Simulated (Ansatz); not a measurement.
# BaTe: valence-band photoemission, part 3 of 4

Wanted: projected DOS of BaTe, weighted into photoemission and X-ray emission spectra, at several levels of theory.

Ansatz 0.2.0; DFT, PBEsol, plane-wave PAW, default files, scalar-relativistic (the session's first sound run).

So far. Step 2 (Self-consistent run, DOS and bands): At this level the gap is 1.34 eV on the path.

The database entry behind the starting cell differs from later determinations by our own check (about 2.5 % short), so it need not match the best structure at ambient conditions.

### Step 5. With RPBE

This step: DFT, RPBE, plane-wave PAW, default files, scalar-relativistic (Ansatz 0.2.0).

The run is repeated with RPBE on the same cell, to see how much the levels hang on the functional.

input.yaml reads:

```yaml
crystal:
  lattice:
    - [0.0, 3.41, 3.41]
    - [3.41, 0.0, 3.41]
    - [3.41, 3.41, 0.0]
  atoms:
    - { symbol: Ba, position: [0.0, 0.0, 0.0] }
    - { symbol: Te, position: [0.5, 0.5, 0.5] }
kpoints:
  mp_grid: { grid: [8, 8, 8] }
  band_path:
    path:
      - [[0.0, 0.0, 0.0], [0.5, 0.0, 0.5], [0.625, 0.25, 0.625]]
      - [[0.375, 0.375, 0.75], [0.0, 0.0, 0.0], [0.5, 0.5, 0.5], [0.5, 0.25, 0.75], [0.5, 0.0, 0.5]]
    npoints: 15
scf:
  occupations: { method: fermi_dirac, width: 0.02 }
  n_extra_bands: 8
hamiltonian:
  xc: rpbe
  pseudopotentials: { kind: paw }
output:
  forces: true
  stress: true
  dos:
    projected: true
    de: 0.05
    e_range: [-30, 12]
    nscf_kmesh: { grid: [12, 12, 12] }
  fatbands: true
```

On the command line:

```sh
ansatz run input.yaml --threads 2 --pin off --max-ram 4096MiB --backend cpu --events-out ev --progress --plain --runs-dir out
```

Numbers of over 12 decimals in the logs are rounded to 6 here.

Log:

```text
[...]
Crystal: 2 atoms, lattice volume = 79.304 Å³
Basis set: ecut = 420 eV, 1471 PW (Γ), exchange–correlation on 72×72×72 points (8 copies of the dense FFT grid, shifted against one another)
Bands: 21, of which v1, the nominal top of the filled ones, is band 13 counted from 1 (12 counted from 0)
Symmetry: 48 space group operations
[...]
k-points: 29 of 512
[...]
SCF iter   1: F=—  HF=-12951.507782 eV  |F-HF|=—  |Δ(HF+E_count)|=         —  Δρ=1.16e-3  dr2=5.16e-4  ethr=1.77e-3  ⟨swp⟩=10.4  Hψ=4270  notcnv=0  defer=5
[...]
SCF iter   6: F=-12951.508049 eV  HF=-12951.508049 eV  |F-HF|=9.15e-9  |Δ(HF+E_count)|=   7.82e-8  Δρ=2.50e-6  dr2=8.48e-9  ethr=3.85e-10  ⟨swp⟩=10.8  Hψ=3915  notcnv=0
SCF 1 converged in 6 iterations: F = -12951.508049 eV  dr2 = 8.48e-9
[...]
SCF converged after 6 iterations
Free energy (F): -12951.508049 eV
[...]
Internal energy: -12951.508049 eV  (E = F + TS)
E sigma→0 (E₀):  -12951.508049 eV
Fermi energy:    8.100169 eV
[...]
--- Stress (GPa, compression-positive) ---
        5.207319      -0.000000      -0.000000
       -0.000000       5.207319      -0.000000
        0.000000      -0.000000       5.207319
  P = ⅓ Tr σ = 5.2073 GPa (52.073 kbar)
--- Band table (eV; the first three rows and the last of 29) ---
  k-point 0: bands = [... 9 lower, -2.2822, 7.3314, 7.3314, 7.3314, 10.3802, 10.3802, 10.3802, 10.8260, ... 4 higher]
  k-point 1: bands = [... 9 lower, -2.1230, 6.8170, 7.0792, 7.0792, 10.4196, 10.5834, 10.5834, 11.4726, ... 4 higher]
  k-point 2: bands = [... 9 lower, -1.7724, 5.9327, 6.6127, 6.6127, 10.5941, 11.1289, 11.1289, 12.6503, ... 4 higher]
  k-point 28: bands = [... 9 lower, -1.7698, 5.9860, 6.4384, 6.4384, 10.9656, 10.9656, 12.5300, 12.8850, ... 4 higher]
```

It took 6.2 s on 2 threads of Arm Neoverse V2, shared host; peak memory 0.37 GiB; 12 s of CPU time.

Numbers from this step:

* free energy: -12951.5080 eV
* Fermi energy: 8.100 eV
* pressure: 5.207 GPa
* gap on the k-mesh: 1.537 eV
* share of occupied states in no projected shell: 0.0178 of the occupied states in the window
* gap on the path: 1.537 eV
* least direct gap on the path: 1.875 eV

Electronic bands along the path, in eV, zero at the valence-band maximum; v1 is the highest filled band, c1 the lowest empty one:

```
          point     v4     v3     v2     v1    c1    c2    c3    c4
              Γ  -9.61   0.00   0.00   0.00  3.05  3.05  3.05  3.50
0.47 of the way  -9.21  -1.53  -0.28  -0.28  2.19  4.07  4.14  4.60
              X  -9.39  -1.05  -0.34  -0.34  1.54  4.67  5.22  6.10
0.53 of the way  -9.30  -1.04  -0.71  -0.50  1.92  5.06  5.66  5.85
              U  -9.12  -1.28  -1.00  -0.79  2.65  5.25  5.45  5.59
      jump to K  -9.12  -1.28  -1.00  -0.79  2.65  5.25  5.45  5.59
0.53 of the way  -9.05  -1.60  -0.93  -0.48  3.38  3.65  4.15  4.58
              Γ  -9.61   0.00   0.00   0.00  3.05  3.05  3.05  3.50
0.47 of the way  -9.15  -1.29  -0.66  -0.66  3.22  3.71  3.71  5.14
              L  -8.65  -2.33  -1.21  -1.21  4.35  5.13  5.22  5.22
0.47 of the way  -8.85  -1.92  -1.06  -1.06  3.88  4.22  5.52  5.81
              W  -9.10  -1.34  -0.89  -0.89  3.63  3.63  5.20  5.55
0.47 of the way  -9.23  -1.02  -0.94  -0.62  2.28  4.99  5.17  5.82
              X  -9.39  -1.05  -0.34  -0.34  1.54  4.67  5.22  6.10
```

Of the projections kept (Ba s, Ba p, Te s, Te p, not projected), the largest for each band there; the rest of the weight can lie on other orbitals:

```
point         v4         v3         v2         v1                  c1                  c2                  c3                  c4
    Γ  Te s 0.67  Te p 0.97  Te p 0.97  Te p 0.97  not projected 1.00  not projected 1.00  not projected 1.00           Ba s 0.67
    X  Te s 0.92  Te p 0.92  Te p 0.95  Te p 0.95  not projected 1.00  not projected 1.00           Ba s 0.86  not projected 0.98
    U  Te s 0.91  Te p 0.83  Te p 0.91  Te p 0.93  not projected 0.98  not projected 0.98  not projected 1.00  not projected 0.79
    K  Te s 0.91  Te p 0.83  Te p 0.91  Te p 0.93  not projected 0.98  not projected 0.98  not projected 1.00  not projected 0.79
    Γ  Te s 0.67  Te p 0.97  Te p 0.97  Te p 0.97  not projected 1.00  not projected 1.00  not projected 1.00           Ba s 0.67
    L  Te s 0.85  Te p 0.69  Te p 0.93  Te p 0.93  not projected 1.00  not projected 0.87  not projected 0.99  not projected 0.99
```

The electronic bands as a text plot (rows in eV, shown from -8.0 to 3.7 only):

```
    3.5 |++++              +    +++++++++ +++++         +++
    3.0 |+++              +       ++++++++++               ++
    2.5 |   ++           +                                   +
    2.0 |     ++++     ++                                     +
    1.5 |         +++++                                        ++
    1.0 |
    0.5 |
    0.0 |*****                     *******
   -0.4 | **  ***********      *******   ****                ****
   -0.9 |   *      *****************      ** ****   *************
   -1.4 |    ******      **      *          *    ***    *****
   -1.9 |                  ******            **      ***
   -2.4 |                                      ******
   -2.9 |
   -3.4 |
   -3.9 |
   -4.3 |
   -4.8 |
   -5.3 |
   -5.8 |
   -6.3 |
   -6.8 |
   -7.3 |
   -7.8 |
         Γ           X  U|K            Γ         L        W     X
```

Side by side:

```
                         quantity  this run  base run  difference
             gap on the path (eV)    1.5374    1.3396       0.198
least direct gap on the path (eV)    1.8745    1.6854       0.189
           gap on the k-mesh (eV)    1.5374    1.3396       0.198
```

One result that differs is the gap on the k-mesh, 1.54 eV against 1.34 eV.

At this level the gap is 1.54 eV on the path.

### Step 6. With r²SCAN

This step: DFT, r2SCAN, plane-wave PAW, default files, scalar-relativistic (Ansatz 0.2.0).

The run is repeated with r²SCAN on the same cell, to see how much the levels hang on the functional.

input.yaml: that of step 5 with these lines changed.

```diff
@@ -19,3 +19,3 @@
 hamiltonian:
-  xc: rpbe
+  xc: r2scan
   pseudopotentials: { kind: paw }
```

Log:

```text
[...]
Crystal: 2 atoms, lattice volume = 79.304 Å³
Basis set: ecut = 500 eV, 1989 PW (Γ), exchange–correlation on 144×144×144 points (64 copies of the dense FFT grid, shifted against one another)
Bands: 21, of which v1, the nominal top of the filled ones, is band 13 counted from 1 (12 counted from 0)
Symmetry: 48 space group operations
[...]
k-points: 29 of 512
[...]
SCF iter   1: F=—  HF=-12963.373227 eV  |F-HF|=—  |Δ(HF+E_count)|=         —  Δρ=3.18e-3  dr2=1.21e-2  dr2_τ=3.29e-3  ethr=1.77e-3  ⟨swp⟩=10.4  Hψ=4234  notcnv=0  defer=3
[...]
SCF iter   6: F=-12963.424568 eV  HF=-12963.424568 eV  |F-HF|=4.85e-9  |Δ(HF+E_count)|=   1.97e-7  Δρ=3.21e-6  dr2=6.18e-9  dr2_τ=7.53e-10  ethr=3.85e-10  ⟨swp⟩=12.0  Hψ=3903  notcnv=0
SCF 1 converged in 6 iterations: F = -12963.424568 eV  dr2 = 6.18e-9
[...]
SCF converged after 6 iterations
Free energy (F): -12963.424568 eV
[...]
Internal energy: -12963.424568 eV  (E = F + TS)
E sigma→0 (E₀):  -12963.424568 eV
Fermi energy:    7.907871 eV
[...]
--- Stress (GPa, compression-positive) ---
        4.046660      -0.000000       0.000000
       -0.000000       4.046660       0.000000
        0.000000      -0.000000       4.046660
  P = ⅓ Tr σ = 4.0467 GPa (40.467 kbar)
--- Band table (eV; the first three rows and the last of 29) ---
  k-point 0: bands = [... 9 lower, -2.9182, 7.0178, 7.0178, 7.0178, 10.3931, 10.3931, 10.3931, 11.0509, ... 4 higher]
  k-point 1: bands = [... 9 lower, -2.7466, 6.5144, 6.7684, 6.7684, 10.4352, 10.6060, 10.6060, 11.6362, ... 4 higher]
  k-point 2: bands = [... 9 lower, -2.3714, 5.6194, 6.2976, 6.2976, 10.6125, 11.1794, 11.1794, 12.8222, ... 4 higher]
  k-point 28: bands = [... 9 lower, -2.3738, 5.6597, 6.1073, 6.1073, 10.9816, 10.9816, 12.7649, 13.1369, ... 4 higher]
```

Elapsed: 11 s, on 2 threads; peak memory 0.58 GiB.

This step gave:

* free energy: -12963.4246 eV
* Fermi energy: 7.908 eV
* pressure: 4.047 GPa
* gap on the k-mesh: 1.780 eV
* share of occupied states in no projected shell: 0.0165 of the occupied states in the window
* gap on the path: 1.780 eV
* least direct gap on the path: 2.126 eV

Electronic bands along the path, in eV, zero at the valence-band maximum; v1 is the highest filled band, c1 the lowest empty one:

```
          point     v4     v3     v2     v1    c1    c2    c3    c4
              Γ  -9.94   0.00   0.00   0.00  3.38  3.38  3.38  4.03
0.47 of the way  -9.51  -1.55  -0.28  -0.28  2.47  4.52  4.66  5.00
              X  -9.71  -1.08  -0.35  -0.35  1.78  5.15  5.84  6.64
0.53 of the way  -9.61  -1.06  -0.72  -0.51  2.17  5.56  6.27  6.29
              U  -9.41  -1.29  -1.02  -0.80  2.94  5.67  5.89  6.16
      jump to K  -9.41  -1.29  -1.02  -0.80  2.94  5.67  5.89  6.16
0.53 of the way  -9.34  -1.60  -0.94  -0.48  3.69  4.00  4.64  4.99
              Γ  -9.94   0.00   0.00   0.00  3.38  3.38  3.38  4.03
0.47 of the way  -9.44  -1.28  -0.66  -0.66  3.55  4.07  4.07  5.62
              L  -8.90  -2.36  -1.22  -1.22  4.69  5.55  5.67  5.67
0.47 of the way  -9.12  -1.95  -1.08  -1.07  4.22  4.59  5.98  6.30
              W  -9.39  -1.36  -0.91  -0.91  3.96  3.96  5.75  6.12
0.47 of the way  -9.53  -1.04  -0.95  -0.62  2.55  5.51  5.58  6.41
              X  -9.71  -1.08  -0.35  -0.35  1.78  5.15  5.84  6.64
```

Of the projections kept (Ba s, Ba p, Te s, Te p, not projected), the largest for each band there; the rest of the weight can lie on other orbitals:

```
point         v4         v3         v2         v1                  c1                  c2                  c3                  c4
    Γ  Te s 0.67  Te p 0.97  Te p 0.97  Te p 0.97  not projected 1.00  not projected 1.00  not projected 1.00           Ba s 0.66
    X  Te s 0.92  Te p 0.92  Te p 0.95  Te p 0.95  not projected 1.00  not projected 1.00           Ba s 0.86  not projected 1.00
    U  Te s 0.91  Te p 0.83  Te p 0.92  Te p 0.93  not projected 0.98  not projected 0.98  not projected 1.00  not projected 0.79
    K  Te s 0.91  Te p 0.83  Te p 0.92  Te p 0.93  not projected 0.98  not projected 0.98  not projected 1.00  not projected 0.79
    Γ  Te s 0.67  Te p 0.97  Te p 0.97  Te p 0.97  not projected 1.00  not projected 1.00  not projected 1.00           Ba s 0.66
    L  Te s 0.84  Te p 0.70  Te p 0.93  Te p 0.93  not projected 1.00  not projected 0.86  not projected 0.99  not projected 0.99
```

The electronic bands as a text plot (rows in eV, shown from -8.0 to 4.1 only):

```
    3.9 |++++              +   ++++++ ++  +++++        ++++
    3.4 |++               +      ++++++++++++              +
    2.9 |  +++           +                                  +
    2.4 |     +++       +                                    ++
    1.9 |        +++++++                                       ++
    1.4 |
    0.9 |
    0.3 |
   -0.2 |**************          **********                     *
   -0.7 |  **          **** *********     ****            ******
   -1.2 |    *     ****************        ** *******************
   -1.7 |     *****       **** **            **       ***
   -2.2 |                     *                *******
   -2.7 |
   -3.2 |
   -3.7 |
   -4.2 |
   -4.7 |
   -5.2 |
   -5.7 |
   -6.2 |
   -6.7 |
   -7.2 |
   -7.7 |
         Γ           X  U|K            Γ         L        W     X
```

The DOS has structure finer than the step of the table below, so its rows give means over 1 eV, whole bins alone (the curve runs from -28.9 to 7.77 eV). Peaks (eV: height): total -27.4: 20, -12.6: 7.24, -12.3: 22.0, -1.0: 7.87; Ba 5p -12.3: 21.4; Te 5p -1.6: 2.21, -1.0: 7.28; Te 5s -12.7: 0.598, -9.3: 3.58; Ba 6s -9.4: 0.294, -1.8: 0.422, 6.0: 0.626, 6.4: 0.407.

DOS against E, zero at the valence-band maximum; means over each step; values in states/eV/cell:

```
E (eV)  total  Ba 5p    Te 5p    Te 5s    Ba 6s    Ba 6p  Ba 5s
   -28  0.342      0  0.00552   2.9e-4  0.00225        0  0.334
   -27   1.66      0   0.0267  0.00142   0.0109        0   1.62
   -26      0      0        0        0        0        0      0
   -25      0      0        0        0        0        0      0
   -24      0      0        0        0        0        0      0
   -23      0      0        0        0        0        0      0
   -22      0      0        0        0        0        0      0
   -21      0      0        0        0        0        0      0
   -20      0      0        0        0        0        0      0
   -19      0      0        0        0        0        0      0
   -18      0      0        0        0        0        0      0
   -17      0      0        0        0        0        0      0
   -16      0      0        0        0        0        0      0
   -15      0      0        0        0        0        0      0
   -14      0      0        0        0        0        0      0
   -13   1.89   1.65   0.0337    0.157   0.0424        0      0
   -12   4.11   4.00   0.0841   0.0164  0.00867        0      0
   -11      0      0        0        0        0        0      0
   -10  0.317      0   5.0e-4    0.251   0.0431   0.0203      0
    -9   1.68      0  0.00292     1.39   0.0927    0.189      0
    -8      0      0        0        0        0        0      0
    -7      0      0        0        0        0        0      0
    -6      0      0        0        0        0        0      0
    -5      0      0        0        0        0        0      0
    -4      0      0        0        0        0        0      0
    -3      0      0        0        0        0        0      0
    -2   1.37      0     1.07   0.0141    0.229   0.0183      0
    -1   4.05      0     3.70  0.00803   0.0600   0.0906      0
     0  0.572      0    0.536   4.7e-4  0.00128   0.0122      0
     1      0      0        0        0        0        0      0
     2  0.212      0  0.00349   1.6e-5   6.9e-5   9.9e-5      0
     3  0.909      0   0.0172  0.00131  0.00483   4.1e-4      0
     4   1.48      0   0.0203   0.0134   0.0426   7.4e-4      0
     5   2.69      0   0.0606   0.0481    0.227  0.00282      0
     6   3.89      0    0.111   0.0496    0.421  0.00474      0
     7   1.63      0   0.0497   0.0109    0.162  0.00140      0
```

The two runs compared:

```
                         quantity  this run  base run  difference
             gap on the path (eV)    1.7801    1.3396       0.441
least direct gap on the path (eV)    2.1256    1.6854       0.440
           gap on the k-mesh (eV)    1.7801    1.3396       0.441
```

The two runs differ clearly in the gap on the k-mesh: 1.78 eV against 1.34 eV.

At this level the gap is 1.78 eV on the path.

### Step 7. Other settings

This step: DFT, PBEsol, plane-wave PAW, default files, scalar-relativistic; changed: crystal.symmetry = {"detect": false}, hamiltonian.pseudopotentials = {"kind": "paw", "source": "ansatz"}, scf.mixing.algorithm = "anderson", scf.mixing.beta = 0.3, scf.mixing.ndim = 2 (Ansatz 0.2.0).

Other settings are tried.

input.yaml reads:

```yaml
crystal:
  lattice:
    - [0.0, 3.41, 3.41]
    - [3.41, 0.0, 3.41]
    - [3.41, 3.41, 0.0]
  atoms:
    - { symbol: Ba, position: [0.0, 0.0, 0.0] }
    - { symbol: Te, position: [0.5, 0.5, 0.5] }
  symmetry: { detect: false }
kpoints:
  mp_grid: { grid: [8, 8, 8] }
scf:
  occupations: { method: fermi_dirac, width: 0.02 }
  n_extra_bands: 8
  mixing: { algorithm: anderson, beta: 0.3, ndim: 2 }
hamiltonian:
  xc: pbesol
  pseudopotentials: { kind: paw, source: ansatz }
output:
  forces: true
  stress: true
  dos:
    projected: true
    de: 0.05
    e_range: [-30, 12]
    nscf_kmesh: { grid: [12, 12, 12] }
```

Log:

```text
scf.n_extra_bands = 8 over 13 filled bands (N_el = 26.0): the run solves 21 bands
Engine: ansatz 0.2.0, aarch64-unknown-linux-gnu
Pseudopotentials: kind: paw
Pseudopotential: Ba, paw, valence charge 10, recommended cutoff 300 eV (normal), Ba.paw.azcp
Pseudopotential: Te, paw, valence charge 16, recommended cutoff 640 eV (normal), Te.paw.azcp
Functional definition: PBEsol
  exchange = pbesol_x
  correlation = pbesol_c
Crystal: 2 atoms, lattice volume = 79.304 Å³
Basis set: ecut = 640 eV, 2891 PW (Γ), exchange–correlation on 80×80×80 points (8 copies of the dense FFT grid, shifted against one another)
Bands: 21, of which v1, the nominal top of the filled ones, is band 13 counted from 1 (12 counted from 0)
Symmetry: 1 space group operations
k-points: 260 of 512 (time reversal used)
Non-local potential: Ba, projectors of the file, l = 0: 3, l = 1: 2, l = 2: 2, l = 3: 2
Non-local potential: Te, projectors of the file, l = 0: 2, l = 1: 2, l = 2: 3, l = 3: 2
PAW form: soft (Blöchl's): semilocal exchange-correlation on the pseudo side does not see the compensation charge
PAW frozen core: Ba, regenerated for the run's functional, and the local potential with it (the file was generated under x = pbe(κ = 0.804, μ = 0.219515), c = pbe(β = 0.066725))
PAW frozen core: Te, regenerated for the run's functional, and the local potential with it (the file was generated under x = pbe(κ = 0.804, μ = 0.219515), c = pbe(β = 0.066725))
PAW one-centre angular grid: Ba, 194 points (default); XC on 64 Gauss nodes
PAW one-centre angular grid: Te, 590 points (default); XC on 64 Gauss nodes
Initial density: superposition of atomic densities (chi_scale 0.1, normalization cell, long waves kept (reshape's long-wave potential 0.00 eV rms))
Initial wavefunctions: pseudopotential atomic-orbital guess
Functional: x = pbesol(κ = 0.804, μ = 0.123457), c = pbesol(β = 0.046)
SCF iter   1: F=—  HF=-12755.860202 eV  |F-HF|=—  |Δ(HF+E_count)|=         —  Δρ=4.31e-2  dr2=1.08e0  ethr=3.10e-3  ⟨swp⟩=8.7  Hψ=37914  notcnv=0  defer=1
preconditioner: auto → Resta (q_TF=auto, 2.266 Å⁻¹)  ε∞=2.5  [insulator: Δε(μ)=0.749 eV  Ē_g=12.559 eV  σ=0.020 eV  W_gap=1.00  n_scr=14 (ndim 2)  ℏωp=15.6 eV  f_vac=0.001  D(μ)=0.00/eV (n_scr^D=0)  ε∞_Penn≈2.5]
SCF iter   2: F=—  HF=-12755.559602 eV  |F-HF|=—  |Δ(HF+E_count)|=   3.01e-1  Δρ=2.95e-2  dr2=4.34e-1  ethr=3.10e-3  ⟨swp⟩=2.1  Hψ=8826  notcnv=0  defer=672  κ⁻¹=1.0e0(r=1)
SCF iter   3: F=—  HF=-12755.391640 eV  |F-HF|=—  |Δ(HF+E_count)|=   1.68e-1  Δρ=8.06e-3  dr2=4.56e-2  ethr=1.67e-3  ⟨swp⟩=4.1  Hψ=10407  notcnv=0  defer=763  κ⁻¹=1.0e0(r=1)
SCF iter   4: F=—  HF=-12755.382562 eV  |F-HF|=—  |Δ(HF+E_count)|=   9.08e-3  Δρ=5.38e-3  dr2=2.33e-2  ethr=1.75e-4  ⟨swp⟩=2.0  Hψ=6212  notcnv=0  defer=772  κ⁻¹=1.0e0(r=1)
SCF iter   5: F=—  HF=-12755.378310 eV  |F-HF|=—  |Δ(HF+E_count)|=   4.25e-3  Δρ=1.60e-3  dr2=8.98e-4  ethr=8.97e-5  ⟨swp⟩=3.2  Hψ=9456  notcnv=0  defer=772  κ⁻¹=1.0e0(r=1)
SCF iter   6: F=—  HF=-12755.378383 eV  |F-HF|=—  |Δ(HF+E_count)|=   7.33e-5  Δρ=1.32e-3  dr2=4.49e-4  ethr=3.45e-6  ⟨swp⟩=2.4  Hψ=7981  notcnv=0  defer=772  κ⁻¹=1.0e0(r=1)
SCF iter   7: F=—  HF=-12755.378404 eV  |F-HF|=—  |Δ(HF+E_count)|=   2.05e-5  Δρ=7.73e-4  dr2=1.34e-4  ethr=1.73e-6  ⟨swp⟩=2.0  Hψ=6681  notcnv=0  defer=772  κ⁻¹=1.0e0(r=1)
SCF iter   8: F=—  HF=-12755.378380 eV  |F-HF|=—  |Δ(HF+E_count)|=   2.35e-5  Δρ=4.81e-4  dr2=6.38e-5  ethr=5.17e-7  ⟨swp⟩=1.5  Hψ=5624  notcnv=0  defer=772  κ⁻¹=1.0e0(r=1)
SCF iter   9: F=—  HF=-12755.378366 eV  |F-HF|=—  |Δ(HF+E_count)|=   1.37e-5  Δρ=1.82e-4  dr2=2.10e-5  ethr=2.45e-7  ⟨swp⟩=2.0  Hψ=6580  notcnv=0  defer=772  κ⁻¹=1.0e0(r=1)
SCF iter  10: F=—  HF=-12755.378362 eV  |F-HF|=—  |Δ(HF+E_count)|=   4.30e-6  Δρ=1.12e-4  dr2=1.11e-5  ethr=8.06e-8  ⟨swp⟩=1.0  Hψ=4693  notcnv=0  defer=772  κ⁻¹=1.0e0(r=1)
SCF iter  11: F=—  HF=-12755.378361 eV  |F-HF|=—  |Δ(HF+E_count)|=   1.48e-6  Δρ=8.03e-5  dr2=4.32e-6  ethr=4.28e-8  ⟨swp⟩=1.1  Hψ=4739  notcnv=0  defer=772  κ⁻¹=1.0e0(r=1)
SCF iter  12: F=—  HF=-12755.378361 eV  |F-HF|=—  |Δ(HF+E_count)|=   5.22e-7  Δρ=6.76e-5  dr2=2.30e-6  ethr=1.66e-8  ⟨swp⟩=1.1  Hψ=4731  notcnv=0  defer=772  κ⁻¹=1.0e0(r=1)
SCF iter  13: F=—  HF=-12755.378362 eV  |F-HF|=—  |Δ(HF+E_count)|=   7.36e-7  Δρ=4.64e-5  dr2=7.85e-7  ethr=8.86e-9  ⟨swp⟩=1.9  Hψ=5563  notcnv=0  defer=772  κ⁻¹=1.0e0(r=1)
SCF iter  14: F=—  HF=-12755.378362 eV  |F-HF|=—  |Δ(HF+E_count)|=   1.96e-7  Δρ=3.12e-5  dr2=3.71e-7  ethr=3.02e-9  ⟨swp⟩=1.1  Hψ=4810  notcnv=0  defer=772  κ⁻¹=1.0e0(r=1)
SCF iter  15: F=—  HF=-12755.378362 eV  |F-HF|=—  |Δ(HF+E_count)|=   1.09e-7  Δρ=1.49e-5  dr2=1.22e-7  ethr=1.43e-9  ⟨swp⟩=2.2  Hψ=5983  notcnv=0  defer=772  κ⁻¹=1.0e0(r=1)
SCF iter  16: F=-12755.378362 eV  HF=-12755.378362 eV  |F-HF|=1.24e-8  |Δ(HF+E_count)|=   1.61e-8  Δρ=9.65e-6  dr2=6.05e-8  ethr=3.85e-10  ⟨swp⟩=13.6  Hψ=35290  notcnv=0
SCF 1 converged in 16 iterations: F = -12755.378362 eV  dr2 = 6.05e-8
[...]
NSCF: frozen V_eff on 868 k-points
```

The job ended after 1.8 min (2 threads; peak memory 1.4 GiB).

The run was cut off at the time limit after its SCF cycle had converged; no result of it is taken.

(Continued in part 4 of 4.)

[Logs are printed without paths, hosts, clocks, repeated set-up lines and the standing remarks that a program may print on its own settings, such as how far it seeks lower states.]

[Hosts, paths, dates, database ids (printed as entryN), source tags and the programs' standing remarks are cut or masked in the printed files.]

[Maps of the electrostatic potential energy from Ansatz leave out the sawtooth potential of an applied field or a dipole correction, so their vacuum need not be flat; work functions include it.]

[Peak lists hold at most the 14 tallest peaks of each spectrum; further lines can be left out.]
